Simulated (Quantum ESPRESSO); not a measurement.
Pb under changes of volume

One of the cells (32.418 Å³/atom); the others are scaled copies at fixed shape and fractional positions:

```
Pb
1.0
     3.03861   -1.75032    0.00000
     3.03861    1.75032    0.00000
    -2.11546    0.00000    6.09522
Pb
2
Direct
  0.90851 0.90851 0.72629
  0.09149 0.09149 0.27371
```

This isn't the form of Pb at room conditions, which is fcc.

| Property | Result |
| --- | --- |
| Program | Quantum ESPRESSO 7.5 |
| Functional | LDA |
| Potentials or basis | GBRV 1.5 LDA |
| Cutoff | 612 eV |
| Density cutoff | 4898 eV |
| k mesh | 9 × 9 × 5 |
| Occupations | fermi-dirac, width 0.05 eV |
| Spin | no spin polarisation |

```csv
volume (Å³/atom),energy over the lowest point (meV/atom),pressure (GPa)
30.473,0.00,-0.9
31.121,5.30,-1.9
31.769,14.12,-2.7
32.418,26.09,-3.4
33.066,40.78,-4.0
33.714,57.92,-4.6
34.363,?,?
```

What does the run at 34.363 Å³/atom give?

Energy over the lowest point 77.18 meV/atom; pressure -5.1 GPa.

Worked out: A Birch-Murnaghan fit of order 3 (a polynomial in V^(-2/3)) to the other rows has its minimum at 29.95 Å³/atom, just outside them, with B0 = V·E''(V) = 50 GPa and B' = 4.7 at fixed shape and positions, which overstates the stiffness. It gives 77.23 meV/atom at 34.363 Å³/atom, against the run's 77.18, and -dE/dV = -5.0 GPa, against -5.1.

Energies are extrapolated to zero smearing.
